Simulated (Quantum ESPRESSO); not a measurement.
Crystal: TaN.

```
Ta N
1.0
     0.00000    2.21132    2.21132
     2.21132    0.00000    2.21132
     2.21132    2.21132    0.00000
Ta N
1 1
Direct
  0.50000 0.50000 0.50000
  0.00000 0.00000 0.00000
```

The cell comes from a database or a generator and needn't be the stable form of this composition.

Base run:

| Quantity | Value |
| --- | --- |
| Program | Quantum ESPRESSO 7.5 |
| Functional | PBEsol |
| Potentials or basis | GBRV 1.5 PBEsol |
| Cutoff | 762 eV |
| Density cutoff | 6095 eV |
| k mesh | 10 × 10 × 10 |
| Occupations | fermi-dirac, width 0.05 eV |
| Spin | no spin polarisation |
| Hubbard terms | Ta d U = 2 eV |

Its results: band gap on the k mesh none (metal or under the smearing width); pressure -9.1 GPa.

Q: The run is repeated on the same cell with these changes: hubbard terms from Ta d U = 2 eV to Ta d U = 3 eV. What comes out?

A: Band gap on the k mesh none (metal or under the smearing width); pressure -8.1 GPa.

Caveats: U without spin polarisation on a metal has little footing.
